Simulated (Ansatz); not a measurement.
# LiNbO3: the cost of one run

Method: DFT, PBE, plane-wave PAW, default files, scalar-relativistic, in Ansatz 0.2.0.

1 further run of the same task is left out (it didn't finish).

## (1) Starting point

The structure is trigonal, space group R3c (No. 161). Conventional cell: a = 5.150 Å, b = 5.150 Å, c = 13.865 Å, α = 90.00°, β = 90.00°, γ = 120.00°. Around Li (site symmetry 3) lie 6 O at 2.06 to 2.26 Å. Nb (site symmetry 3) has 6 O at 1.84 to 2.18 Å as nearest neighbours. O (site symmetry 1) is surrounded by 2 Nb at 1.84 to 2.18 Å and 2 Li at 2.06 to 2.26 Å.

Coordinates:

```cif
data_structure
_symmetry_space_group_name_H-M 'R3c:H'
_symmetry_Int_Tables_number 161
_cell_length_a 5.1502
_cell_length_b 5.1502
_cell_length_c 13.8653
_cell_angle_alpha 90.000
_cell_angle_beta 90.000
_cell_angle_gamma 120.000
_cell_volume 318.50
loop_
_atom_site_label
_atom_site_type_symbol
_atom_site_symmetry_multiplicity
_atom_site_Wyckoff_symbol
_atom_site_fract_x
_atom_site_fract_y
_atom_site_fract_z
_atom_site_occupancy
Li1 Li 6 a 0.00000 0.00000 0.27500 1
Nb1 Nb 6 a 0.00000 0.00000 0.00000 1
O1 O 18 b 0.04810 0.34330 0.05810 1
```

## (2) Single point at the given positions

File input.yaml:

```yaml
crystal:
  lattice:
    - [2.5750991265, 1.4867341739, 4.62177]
    - [-2.5750991265, 1.4867341739, 4.62177]
    - [0.0, -2.9734683477, 4.62177]
  atoms:
    - { symbol: Li, position: [0.275, 0.275, 0.275] }
    - { symbol: Li, position: [0.775, 0.775, 0.775] }
    - { symbol: Nb, position: [0.0, 0.0, 0.0] }
    - { symbol: Nb, position: [0.5, 0.5, 0.5] }
    - { symbol: O, position: [0.1062, 0.3533, 0.7148] }
    - { symbol: O, position: [0.7148, 0.1062, 0.3533] }
    - { symbol: O, position: [0.3533, 0.7148, 0.1062] }
    - { symbol: O, position: [0.2148, 0.8533, 0.6062] }
    - { symbol: O, position: [0.8533, 0.6062, 0.2148] }
    - { symbol: O, position: [0.6062, 0.2148, 0.8533] }
kpoints:
  mp_grid: { grid: [7, 7, 7] }
scf:
  occupations: { method: fermi_dirac, width: 0.02 }
hamiltonian:
  xc: pbe
  pseudopotentials: { kind: paw }
output:
  forces: true
  stress: true
  populations: true
  efg:
    quadrupole_moments_barn: { Li: -0.0401, Nb: -0.32, O: -0.02558 }
    contact_densities: true
```

Launch:

```bash
$ ansatz run input.yaml --threads 4 --pin off --max-ram 8192MiB --backend cpu --events-out ev --progress --plain --runs-dir out
```

Q: Estimate wall time and peak memory on 4 threads of Intel Xeon Platinum 8259CL at 2.50GHz (Skylake/Cascade Lake), shared host.

About 7.5 s, with a peak of 0.6 GiB.
